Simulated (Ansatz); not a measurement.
Crystal: Ni.

```xyz
1
Lattice="0.0000 1.7376 1.7376 1.7376 0.0000 1.7376 1.7376 1.7376 0.0000" Properties=species:S:1:pos:R:3 pbc="T T T"
Ni    0.0000    0.0000    0.0000
```

Base run:

| Quantity | Value |
| --- | --- |
| Program | Ansatz 0.2.0 |
| Functional | RPBE |
| Potentials or basis | all-electron LAPW, scalar-relativistic |
| Cutoff | 320 eV (chosen from the basis error) |
| Basis error allowed | 0.001 eV/atom |
| k mesh | 13 × 13 × 13 |
| Occupations | gaussian, width 0.02 eV |
| Spin | collinear spin, ferromagnetic start |
| Starting moments | [1.0] μB |

Its results: band gap on the k mesh none (metal or under the smearing width); pressure 13.8 GPa; net moment 0.64 μB per cell; site moments Ni +0.67 μB.

Problem. The run is repeated on the same cell with these changes: functional from RPBE to PBE; occupations from gaussian, width 0.02 eV to gaussian, width 0.018 eV. What comes out?

Solution. Band gap on the k mesh none (metal or under the smearing width); pressure 8.0 GPa; net moment 0.64 μB per cell; site moments Ni +0.66 μB.
